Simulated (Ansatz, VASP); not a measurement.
# GaAs in two plane-wave programs, part 2 of 2

One calculation is typed for both programs; each brings its own data sets. How far apart do they land? The cell is taken from a series of runs on this material, whose earlier steps may have relaxed, scaled, displaced or heated it; both programs get it as it stands.

VASP 6.6.1 and Ansatz 0.2.0.

So far: The structure; VASP: zone-centre phonons, LDA.

**3. Ansatz: zone-centre phonons, LDA**

Level of this step: Ansatz beside VASP: Kohn-Sham DFT, plane waves, LDA (Ansatz).

Ansatz runs on its PAW soft_1 files.

The same cell, functional (in two slightly different forms), mesh and smearing now go to Ansatz, which takes its cutoff from its data sets.

File input.yaml:

```yaml
crystal:
  lattice:
    - [0.0, 2.8857369208, 2.7236411488]
    - [2.8857369208, 0.0, 2.7236411488]
    - [2.8857369208, 2.8857369208, 0.0]
  atoms:
    - { symbol: Ga, position: [0.0, 0.0, 0.0] }
    - { symbol: As, position: [0.75, 0.75, 0.75] }
kpoints:
  mp_grid: { grid: [20, 20, 20] }
hamiltonian:
  xc: lda
  pseudopotentials: { kind: paw, azcp: { folder: soft_1 }, xc_functional: pbe }
scf:
  occupations: { method: gaussian, width: 0.02 }
output:
  eigenvalues: true
phonons:
  method: dfpt
```

On the command line:

```
> ansatz run input.yaml --threads 4 --pin off --max-ram 10240MiB --backend cpu --events-out ev --progress --plain --runs-dir out
```

Numbers of over 12 decimals in the logs are rounded to 6 here.

Output:

```text
zone centre: on kpoints.mp_grid the ground state, and the responses unless they are solved on pairs of k-points, stand on 1166 of the mesh's 8000 k-points, reduced under 4 symmetry operations, with k and −k counted as one. Each operation leaves every solved displacement unchanged or reverses it
Engine: ansatz 0.2.0, aarch64-unknown-linux-gnu
Pseudopotentials: kind: paw
Pseudopotential: Ga, paw, valence charge 13, recommended cutoff 420 eV (normal), soft_1/Ga.paw.azcp
Pseudopotential: As, paw, valence charge 15, recommended cutoff 420 eV (normal), soft_1/As.paw.azcp
Functional definition: SPW92
  exchange = slater_x
  correlation = pw_c
Crystal: 2 atoms, lattice volume = 45.362 Å³
Basis set: ecut = 420 eV, 925 PW (Γ), exchange–correlation on 60×60×60 points (8 copies of the dense FFT grid, shifted against one another)
Bands: 18, of which v1, the nominal top of the filled ones, is band 14 counted from 1 (13 counted from 0)
Symmetry: 8 space group operations
k-points: 1166 of 8000 (irreducible under 4 space group operations, time reversal used)
Non-local potential: Ga, projectors of the file, l = 0: 2, l = 1: 2, l = 2: 3, l = 3: 1
Non-local potential: As, projectors of the file, l = 0: 2, l = 1: 2, l = 2: 3, l = 3: 1
PAW form: soft (Blöchl's): semilocal exchange-correlation on the pseudo side does not see the compensation charge
PAW frozen core: Ga, regenerated for the run's functional, and the local potential with it (the file was generated under x = pbe(κ = 0.804, μ = 0.219515), c = pbe(β = 0.066725))
PAW frozen core: As, regenerated for the run's functional, and the local potential with it (the file was generated under x = pbe(κ = 0.804, μ = 0.219515), c = pbe(β = 0.066725))
PAW one-centre angular grid: Ga, 590 points (default); XC on 64 Gauss nodes
PAW one-centre angular grid: As, 590 points (default); XC on 64 Gauss nodes
Initial density: superposition of atomic densities (chi_scale 0.1, normalization cell, long waves kept (reshape's long-wave potential 0.00 eV rms))
Initial wavefunctions: pseudopotential atomic-orbital guess
Functional: x = slater, c = lda
SCF iter   1: F=—  HF=-8481.428623 eV  |F-HF|=—  |Δ(HF+E_count)|=         —  Δρ=4.13e-2  dr2=4.80e-1  ethr=3.10e-3  ⟨swp⟩=6.0  Hψ=101512  notcnv=0
preconditioner: auto → none  [insulator: Δε(μ)=0.093 eV  Ē_g=15.724 eV  σ=0.020 eV  W_gap=1.00  n_scr=14 (ndim 8)  ℏωp=23.4 eV  f_vac=0.001  D(μ)=0.00/eV (n_scr^D=0)  ε∞_Penn≈3.2]
SCF iter   2: F=—  HF=-8481.304077 eV  |F-HF|=—  |Δ(HF+E_count)|=   1.25e-1  Δρ=1.70e-2  dr2=7.59e-2  ethr=1.71e-3  ⟨swp⟩=2.0  Hψ=34979  notcnv=0
SCF iter   3: F=—  HF=-8481.285764 eV  |F-HF|=—  |Δ(HF+E_count)|=   1.83e-2  Δρ=5.68e-3  dr2=7.65e-3  ethr=2.71e-4  ⟨swp⟩=2.0  Hψ=36212  notcnv=0
SCF iter   4: F=—  HF=-8481.279599 eV  |F-HF|=—  |Δ(HF+E_count)|=   6.16e-3  Δρ=1.03e-3  dr2=1.71e-4  ethr=2.73e-5  ⟨swp⟩=2.3  Hψ=36724  notcnv=0
SCF iter   5: F=—  HF=-8481.279609 eV  |F-HF|=—  |Δ(HF+E_count)|=   9.75e-6  Δρ=2.05e-4  dr2=2.02e-5  ethr=6.09e-7  ⟨swp⟩=2.0  Hψ=37317  notcnv=0
SCF iter   6: F=—  HF=-8481.279602 eV  |F-HF|=—  |Δ(HF+E_count)|=   7.52e-6  Δρ=6.27e-5  dr2=1.05e-6  ethr=7.22e-8  ⟨swp⟩=2.0  Hψ=37313  notcnv=0
SCF iter   7: F=—  HF=-8481.279602 eV  |F-HF|=—  |Δ(HF+E_count)|=   4.35e-8  Δρ=1.53e-5  dr2=4.17e-8  ethr=3.75e-9  ⟨swp⟩=2.0  Hψ=37312  notcnv=0
SCF iter   8: F=—  HF=-8481.279602 eV  |F-HF|=—  |Δ(HF+E_count)|=   1.87e-8  Δρ=3.62e-6  dr2=2.70e-9  ethr=1.49e-10  ⟨swp⟩=2.0  Hψ=36200  notcnv=0
SCF iter   9: F=—  HF=-8481.279602 eV  |F-HF|=—  |Δ(HF+E_count)|=   2.58e-9  Δρ=2.78e-7  dr2=1.60e-11  ethr=9.63e-12  ⟨swp⟩=2.8  Hψ=38341  notcnv=0
SCF iter  10: F=-8481.279602 eV  HF=-8481.279602 eV  |F-HF|=0.00e0  |Δ(HF+E_count)|=  1.82e-12  Δρ=1.22e-8  dr2=5.68e-14  ethr=1.00e-12  ⟨swp⟩=5.1  Hψ=91066  notcnv=0
SCF 1 converged in 10 iterations: F = -8481.279602 eV  dr2 = 5.68e-14
  greatest PAW one-centre occupation: 0.999 electrons in one spin orbital (limit 2), on the As atom at site 1 (counted from 0), in its partial waves of l = 2
DFPT response loops at Γ: preconditioner auto → Kerker (q_TF=auto, 2.517 Å⁻¹) (partly filled bands, converged f_vac=0.071); β = 1.00, the filter's whole step (`scf.mixing.beta` (0.50) is not read by the response loops under this deck's `scf.mixing.preconditioner`; to damp them name `kerker` or `kerker_dos`, under which they read `scf.mixing.beta`, and type it under 1.00, their step now; both keys bind the ground state too); Broyden in place of MSR1
SCF converged after 10 iterations
Free energy (F): -8481.279602 eV
Harris-Foulkes:  -8481.279602 eV  (|F-HF|=0.00e0)
Internal energy: -8481.279600 eV  (E = F + TS)
E sigma→0 (E₀):  -8481.279601 eV
Entropy (-TS):   -0.000001 eV (-0.001 meV/atom)
Fermi energy:    7.774297 eV
--- Per-component energies (eV) ---
  E_band       = -332.366642
  E_kinetic    = 210.425464
  E_local      = -3670.543061  (includes V_loc(G=0)·N_el)
  E_nonlocal   = -481.286749
  E_hartree    = 2133.541527
  E_xc         = -133.415206
  E_vxc        = -130.575432  (∫ρ·V_xc dr)
  E_paw        = -3847.348565  (= ΣΔE_a)
  E_vpaw       = -527.469685  (= ΣTr[D̂ρ^β])
  E_aug_tail   = -0.000234  (compensation charges beyond the density's cutoff)
  E_ewald      = -2696.456487
  E_core_change = 3.803710  (= ΣΔE_core)
  E_smearing   = -0.000001  (= −TS)
  E_closure    = 0.000000  (closes the sum)
  Σ components = -8481.279602   (vs F -8481.279602, Δ=0.00e0)
--- Band table (eV; the first three rows and the last of 1166) ---
  k-point 0: bands = [... 10 lower, -5.1890, 7.4551, 7.4551, 7.7560, 7.7926, 11.1611, 11.3186, 11.3186]
  k-point 1: bands = [... 10 lower, -5.1597, 6.8220, 7.4085, 7.6238, 8.3961, 11.1830, 11.3799, 11.3904]
  k-point 2: bands = [... 10 lower, -5.0726, 5.9541, 7.2817, 7.5166, 8.8562, 11.3028, 11.5423, 11.6222]
  k-point 1165: bands = [... 10 lower, -2.5832, 0.9435, 4.6449, 4.6449, 8.7016, 8.7676, 17.5794, 17.5794]
--- Phonons (Γ-DFPT): 4 representative perturbations + reference, on 1166 of 8000 k-points (Σ response iterations 12) ---
  k mesh reduced under 4 symmetry operations, with k and −k counted as one. Each operation leaves every solved displacement unchanged or reverses it
  ASR residual: 3.278e-5 → 0.000e0 eV/Å²; symmetrization residual: 6.401e-6 eV/Å²
  ASR residual per site (eV/Å²): 3.28e-5 9.72e-6
  Γ frequencies (cm⁻¹): 0.00 0.00 0.00 256.75 257.70 257.70
  non-analytic LO–TO correction: not included (Born effective charges unavailable; polar crystals: no LO–TO splitting at Γ)
```

In the SCF lines HF is the Harris–Foulkes energy and dr2 the Hartree energy of the density residual, in eV; the loop may stop once dr2 is under the threshold and the program's other checks hold. Hψ counts applications of the Hamiltonian.

**4. Side by side**

Known differences besides the potentials themselves: the two LDA forms differ slightly; the data sets hold 28 valence electrons in Ansatz (on its PAW soft_1 files) and 18 in VASP; the cutoff is 420 eV in Ansatz and 500 eV in VASP; VASP's log shows a relativistic correction to its local exchange, Ansatz's none. Total energies have different zeros and are not compared.

The two programs side by side:

```csv
quantity,Ansatz,VASP,difference
optical mode 1 (cm⁻¹),256.8,258.2,-0.57 %
optical mode 2 to 3 (cm⁻¹),257.7,259.3,-0.62 %
```

Modes are paired by rising frequency, not by their patterns, so a pair may set unlike modes beside each other; they are those without the splitting of longitudinal modes.

**5. Summary of results**

| Property | Result |
| --- | --- |
| r.m.s. difference of the optical zone-centre modes, each program's sorted by frequency (zone-centre phonons, LDA) | 1.6 cm⁻¹ |
| difference in optical mode 2 to 3 (zone-centre phonons, LDA) | -0.6 % |

The r.m.s. difference of the optical zone-centre modes, each program's sorted by frequency is 1.6 cm⁻¹ (zone-centre phonons, LDA). The data sets hold unlike numbers of valence electrons (28 in Ansatz and 18 in VASP), so part of the differences comes from the potentials. Among the rows given in per cent, the largest difference of the zone-centre phonons, LDA pair is in optical mode 2 to 3, -0.6 %. Such differences can come from data sets, numerical settings and the points named under the comparisons, not from the functional's error against experiment.

[Lines on the potential files, build, host, timing and source positions are cut from VASP's logs without a mark.]

[Logs are printed without paths, hosts, clocks, repeated set-up lines and the standing remarks that a program may print on its own settings, such as how far it seeks lower states.]

[Hosts, paths, dates, database ids (printed as entryN), source tags and the programs' standing remarks are cut or masked in the printed files.]
